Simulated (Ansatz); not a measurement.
PtSe2 (Sudovikovite) under changes of volume

One of the cells (20.265 Å³/atom); the others are scaled copies at fixed shape and fractional positions:

```
Pt Se
1.0
     3.72400    0.00000    0.00000
    -1.86200    3.22508    0.00000
     0.00000    0.00000    5.06200
Pt Se
1 2
Cartesian
  0.0000 0.0000 0.0000
  1.8620 1.0750 3.7965
  0.0000 2.1501 1.2655
```

```yaml
Program: Ansatz 0.2.0
Functional: PBEsol
Potentials_or_basis: all-electron LAPW, scalar-relativistic
Cutoff: 292 eV (chosen from the basis error)
Basis_error_allowed: 0.002 eV/atom
k_mesh: 8 × 8 × 5
Occupations: fermi-dirac, width 0.05 eV
Spin: no spin polarisation
```

```csv
volume (Å³/atom),energy over the lowest point (meV/atom),pressure (GPa),largest force (eV/Å)
19.049,?,?,?
19.455,27.83,8.3,0.891
19.860,11.03,5.0,0.602
20.265,2.04,2.1,0.337
20.671,0.00,-0.5,0.094
21.076,4.16,-2.8,0.130
21.481,13.83,-4.8,0.334
```

Question: What does the run at 19.049 Å³/atom give?

Answer: Energy over the lowest point 53.41 meV/atom; pressure 12.0 GPa; largest force 1.207 eV/Å.

Worked out: A Birch-Murnaghan fit of order 3 (a polynomial in V^(-2/3)) to the other rows has its minimum at 20.59 Å³/atom with B0 = V·E''(V) = 127 GPa and B' = 4.9 at fixed shape and positions, which overstates the stiffness. It gives 53.48 meV/atom at 19.049 Å³/atom, against the run's 53.41, and -dE/dV = 12.0 GPa, against 12.0.

Energies are extrapolated to zero smearing.

Caveats: forces of over 1 eV/Å show positions far from the minimum, so gaps and moduli don't describe the material at rest (some runs).
